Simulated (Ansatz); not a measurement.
Working through a comparison of functionals at one structure of AlN, space group Fm-3m

Computed with the Ansatz DFT code, driven from Python.

Notebook, run cell by cell (the value of a cell's last expression is shown):

**Cell 1**
```python
import csv

import ansatz as az
```

**Cell 2**
```python
params = {
    "occupations": "Fixed",
}

aln = (
    az.Lattice.fcc(3.938)
    .space_group(225)
    .atom("Al", (0.0, 0.0, 0.0))
    .atom("N", (0.5, 0.0, 0.0))
    .primitive()
)
```

**Cell 3**
```python
len(aln.resolved().sites)
```
Output:
```text
2
```

**Cell 4**
```python
calc = aln.calculation()
calc = calc.kpoints(8)
calc = calc.occupations(params["occupations"]).pseudopotentials("paw")
calc = calc.band_table()
```

**Cell 5**
```python
rows = []
for value in ["blyp", "pbesol", "lda"]:
    rep = calc.functional(value).run(threads=1).report
    rows.append((value, rep["free_energy_ev"] / len(rep["lattice"]["sites"]), rep["n_iterations"], rep["gap_by_band_count_ev"], rep["n_kpoints"]))
```
Output:
```text
DeckWarning: basis.ecutwfc = 420 eV, auto-derived from the records' recommended cutoffs: set by Al (normal level)
```

**Cell 6**
```python
with open("xc.csv", "w", newline="") as handle:
    writer = csv.writer(handle)
    writer.writerow(["functional", "F/atom (eV)", "iterations", "gap by band count (eV)", "k-points"])
    writer.writerows([round(v, 5) if isinstance(v, float) else v for v in row] for row in rows)
print(open("xc.csv").read())
```
Output:
```text
functional,F/atom (eV),iterations,gap by band count (eV),k-points
blyp,-464.15648,6,5.53684,29
pbesol,-452.82997,6,4.98586,29
lda,-444.80933,6,5.04089,29
```

Caveats:
- Semilocal gaps usually lie well under measured ones.
- This is a high-temperature or high-pressure form, not the ambient phase.
- The structure is a deposited one; some such entries were measured under pressure or heat, so a shift against it needn't be the functional's error alone.
- Levels are Kohn-Sham eigenvalues on this mesh.
- Warnings are shown shortened and without file and line.
- Total energies of different functionals can't be compared; pressures, moments and gaps at this one structure can.
- Wall time of the script: 2.3 s on 1 thread of Intel(R) Xeon(R) Processor @ 2.30GHz, on a shared host, peak memory 0.41 GiB.
